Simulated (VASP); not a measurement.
Write the native input for VASP 6.6.1 that does the following.

* Task: relaxation of cell and atoms
* Functional: PBE
* Dispersion: D3(BJ)
* Potentials or basis: VASP PAW PBE potentials, release 64 (Ni, Al)
* Cutoff: 600 eV
* k mesh: 14 × 14 × 14
* Occupations: methfessel-paxton, width 0.1 eV
* Spin: no spin polarisation
* Further INCAR settings: ALGO = Normal; EDIFF = 1e-07; IBRION = 2; EDIFFG = -0.005; NSW = 60; ISIF = 3

The structure of AlNi lies in POSCAR:

```
AlNi
1.0
    2.8600000000      0.0000000000      0.0000000000
    0.0000000000      2.8600000000      0.0000000000
    0.0000000000      0.0000000000      2.8600000000
Ni Al
1 1
Direct
    0.0000000000      0.0000000000      0.0000000000
    0.5000000000      0.5000000000      0.5000000000
```

The cell was built by a generator and needn't be a form met in nature.

One way to write it, as run:

INCAR

```
SYSTEM = AlNi
PREC = Accurate
ENCUT = 600
EDIFF = 1E-7
ISMEAR = 1
SIGMA = 0.1
LREAL = .FALSE.
LASPH = .TRUE.
NELM = 120
ALGO = Normal
ISIF = 3
LWAVE = .FALSE.
LCHARG = .FALSE.
GGA = PE
IVDW = 12
IBRION = 2
NSW = 60
EDIFFG = -0.005
```

KPOINTS

```
regular mesh
0
G
  14 14 14
  0 0 0
```

Potentials or basis: VASP PAW PBE potentials, release 64 (Ni, Al).

Command:

```console
$ cat potpaw_PBE.64/Ni/POTCAR potpaw_PBE.64/Al/POTCAR > POTCAR
$ mpirun -np 1 vasp_std > vasp.out
```

Results of the run:

| Quantity | Value |
| --- | --- |
| Relaxed volume | 11.66 Å³/atom |
| Relaxed cell | a = 2.857 Å, b = 2.857 Å, c = 2.857 Å, α = 90.00°, β = 90.00°, γ = 90.00° |
| Space group after relaxing (to 0.05 Å) | Pm-3m (No. 221) |
| Energy gained by relaxing | 0.1 meV/atom |
| Ionic steps | 3 |
| Pressure after relaxing | 0.0 GPa |
| Band gap on the k mesh | none (metal or under the smearing width) |
| Dispersion energy per atom | -0.455 eV |

Caveat: pairwise dispersion overbinds metals, which lowers pressure and volume.

It took 24 s on 1 thread of Intel(R) Xeon(R) Platinum 8559C (Emerald Rapids) (shared host), peak memory 0.18 GiB.
